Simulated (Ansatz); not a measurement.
## C: from a migration barrier to a jump rate

Theory: DFT PBE, scalar-relativistic, plane waves, PAW in Ansatz 0.2.0. Settings: plane waves to 420 eV, k-mesh 4×4×4 (Γ-centred), Gaussian smearing 0.05 eV. No spin polarisation.

In a supercell of 16 sites an atom of C jumps into a neighbouring C vacancy, a = 1.55 Å from site to site in the perfect crystal, in a neutral cell. The half-way point, relaxed in its symmetry, lies 3.191 eV above the relaxed vacancy. Take it as the barrier; the order of the saddle wasn't checked, and the cell is small.

**Question.** With an assumed attempt frequency of 10¹³ s⁻¹, how often does the jump happen, and how fast does the vacancy diffuse?

**Answer.** Transition-state theory gives Γ = ν exp(−E/k_BT), and one such jump direction contributes Γa²/6 to the vacancy's diffusion coefficient averaged over directions:

```csv
T (K),E/k_BT,Γ (1/s),Γa²/6 (cm²/s)
300,123.4,2.5 × 10^-41,9.8 × 10^-58
600,61.7,1.6 × 10^-14,6.3 × 10^-31
1000,37.0,8.3 × 10^-4,3.3 × 10^-20
1500,24.7,1.9 × 10^2,7.6 × 10^-15
```

The rate reaches one jump a second at T = E/(k_B ln 10¹³) = 1237 K. The number of equivalent jumps multiplies D if they link up through the crystal; a hop between two sites alone gives no long-range diffusion, which then waits on a higher barrier. In either case the atoms' own diffusion carries the vacancy concentration and a correlation factor besides. Rows above the melting point are formal, and so are rows where E/k_BT falls under about 3, since the theory needs rare jumps.

**Question.** How much does an error of 0.1 eV in the barrier matter?

**Answer.** It multiplies the rate by exp(0.1 eV/k_BT): 48 at 300 K and 3.2 at 1000 K, more than the usual doubt about ν at low temperature.

Cost: 2 runs of about 0.52 core-minutes in all, on Intel Xeon Platinum 8488C (Sapphire Rapids) (shared hosts).